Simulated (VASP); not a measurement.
Set up this calculation in VASP 6.6.1, as the native input.

- Task: relaxation of cell and atoms
- Functional: SCAN
- Dispersion: D3
- Potentials or basis: VASP PAW PBE potentials, release 64 (Lu)
- Cutoff: 600 eV
- k mesh: 7 × 7 × 7
- Occupations: gaussian, width 0.05 eV
- Spin: no spin polarisation
- Further INCAR settings: ALGO = Normal; EDIFF = 1e-06; IBRION = 2; EDIFFG = -0.01; NSW = 40; ISIF = 3

The structure of Lu lies in Lu.cif:

```cif
data_Lu
_cell_length_a 3.90821422
_cell_length_b 3.90821422
_cell_length_c 3.90821422
_cell_angle_alpha 90.00000000
_cell_angle_beta 90.00000000
_cell_angle_gamma 90.00000000
_space_group_name_H-M_alt 'Im-3m'
_space_group_name_Hall '-I 4 2 3'
_space_group_IT_number 229
loop_
_space_group_symop_operation_xyz
'x,y,z'
'-x,-y,-z'
'-y,x,z'
'y,-x,-z'
'-x,-y,z'
'x,y,-z'
'y,-x,z'
'-y,x,-z'
'x,-y,-z'
'-x,y,z'
'-y,-x,-z'
'y,x,z'
'-x,y,-z'
'x,-y,z'
'y,x,-z'
'-y,-x,z'
'z,x,y'
'-z,-x,-y'
'z,-y,x'
'-z,y,-x'
'z,-x,-y'
'-z,x,y'
'z,y,-x'
'-z,-y,x'
'-z,x,-y'
'z,-x,y'
'-z,-y,-x'
'z,y,x'
'-z,-x,y'
'z,x,-y'
'-z,y,x'
'z,-y,-x'
'y,z,x'
'-y,-z,-x'
'x,z,-y'
'-x,-z,y'
'-y,z,-x'
'y,-z,x'
'-x,z,y'
'x,-z,-y'
'-y,-z,x'
'y,z,-x'
'-x,-z,-y'
'x,z,y'
'y,-z,-x'
'-y,z,x'
'x,-z,y'
'-x,z,-y'
'x+1/2,y+1/2,z+1/2'
'-x+1/2,-y+1/2,-z+1/2'
'-y+1/2,x+1/2,z+1/2'
'y+1/2,-x+1/2,-z+1/2'
'-x+1/2,-y+1/2,z+1/2'
'x+1/2,y+1/2,-z+1/2'
'y+1/2,-x+1/2,z+1/2'
'-y+1/2,x+1/2,-z+1/2'
'x+1/2,-y+1/2,-z+1/2'
'-x+1/2,y+1/2,z+1/2'
'-y+1/2,-x+1/2,-z+1/2'
'y+1/2,x+1/2,z+1/2'
'-x+1/2,y+1/2,-z+1/2'
'x+1/2,-y+1/2,z+1/2'
'y+1/2,x+1/2,-z+1/2'
'-y+1/2,-x+1/2,z+1/2'
'z+1/2,x+1/2,y+1/2'
'-z+1/2,-x+1/2,-y+1/2'
'z+1/2,-y+1/2,x+1/2'
'-z+1/2,y+1/2,-x+1/2'
'z+1/2,-x+1/2,-y+1/2'
'-z+1/2,x+1/2,y+1/2'
'z+1/2,y+1/2,-x+1/2'
'-z+1/2,-y+1/2,x+1/2'
'-z+1/2,x+1/2,-y+1/2'
'z+1/2,-x+1/2,y+1/2'
'-z+1/2,-y+1/2,-x+1/2'
'z+1/2,y+1/2,x+1/2'
'-z+1/2,-x+1/2,y+1/2'
'z+1/2,x+1/2,-y+1/2'
'-z+1/2,y+1/2,x+1/2'
'z+1/2,-y+1/2,-x+1/2'
'y+1/2,z+1/2,x+1/2'
'-y+1/2,-z+1/2,-x+1/2'
'x+1/2,z+1/2,-y+1/2'
'-x+1/2,-z+1/2,y+1/2'
'-y+1/2,z+1/2,-x+1/2'
'y+1/2,-z+1/2,x+1/2'
'-x+1/2,z+1/2,y+1/2'
'x+1/2,-z+1/2,-y+1/2'
'-y+1/2,-z+1/2,x+1/2'
'y+1/2,z+1/2,-x+1/2'
'-x+1/2,-z+1/2,-y+1/2'
'x+1/2,z+1/2,y+1/2'
'y+1/2,-z+1/2,-x+1/2'
'-y+1/2,z+1/2,x+1/2'
'x+1/2,-z+1/2,y+1/2'
'-x+1/2,z+1/2,-y+1/2'
loop_
_atom_site_label
_atom_site_type_symbol
_atom_site_symmetry_multiplicity
_atom_site_Wyckoff_symbol
_atom_site_fract_x
_atom_site_fract_y
_atom_site_fract_z
_atom_site_occupancy
Lu1 Lu 2 a 0.0000000000 0.0000000000 0.0000000000 1
```

The structure of Lu lies in POSCAR:

```
Lu
 1.0000000000000000
     3.9082142200000001    0.0000000000000000    0.0000000000000000
     0.0000000000000000    3.9082142200000001    0.0000000000000000
     0.0000000000000000    0.0000000000000000    3.9082142200000001
 Lu 
   2
Cartesian
  0.0000000000000000  0.0000000000000000  0.0000000000000000
  1.9541071100000000  1.9541071100000000  1.9541071100000000
```

This isn't the form of Lu at room conditions, which is hcp.

One way to write it, as run:

INCAR

```
SYSTEM = Lu
ALGO     = Normal         ! electronic algorithm
EDIFF    = 1E-6           ! SCF threshold, eV
EDIFFG   = -0.01          ! ionic threshold
ENCUT    = 600            ! plane-wave cutoff, eV
IBRION   = 2              ! ionic algorithm
ISIF     = 3              ! what is computed and relaxed
ISMEAR   = 0              ! smearing method
IVDW     = 11             ! dispersion correction
LASPH    = .TRUE.         ! aspherical terms in the spheres
LCHARG   = .FALSE.        ! write CHGCAR
LMIXTAU  = .TRUE.       
LREAL    = .FALSE.        ! projectors in reciprocal space
LWAVE    = .FALSE.        ! write WAVECAR
METAGGA  = SCAN           ! meta-GGA
NELM     = 60             ! most SCF steps
NSW      = 40             ! ionic steps
PREC     = Accurate       ! precision mode
SIGMA    = 0.05           ! smearing width, eV
```

KPOINTS

```
k-points
0
G
  7 7 7
  0 0 0
```

Potentials or basis: VASP PAW PBE potentials, release 64 (Lu).

Run with:

```console
$ ase convert -i cif -o vasp Lu.cif POSCAR
$ cat potpaw_PBE.64/Lu/POTCAR > POTCAR
$ mpirun -np 1 vasp_std > vasp.out
```

Results of the run:

```
Relaxed volume                         : 27.67 Å³/atom
Relaxed cell                           : a = 3.811 Å, b = 3.811 Å, c = 3.811 Å, α = 90.00°, β = 90.00°, γ = 90.00°
Space group after relaxing (to 0.05 Å) : Im-3m (No. 229)
Energy gained by relaxing              : 23.0 meV/atom
Ionic steps                            : 10
Pressure after relaxing                : -0.1 GPa
Band gap on the k mesh                 : none (metal or under the smearing width)
Dispersion energy per atom             : -0.095 eV
```

Caveat: the PAW data sets were made with another functional, which shifts forces and pressure a little; pairwise dispersion overbinds metals, which lowers pressure and volume.

Wall time 16 min on 1 thread of Intel(R) Xeon(R) Platinum 8488C (Sapphire Rapids), on a shared host, peak memory 0.23 GiB.
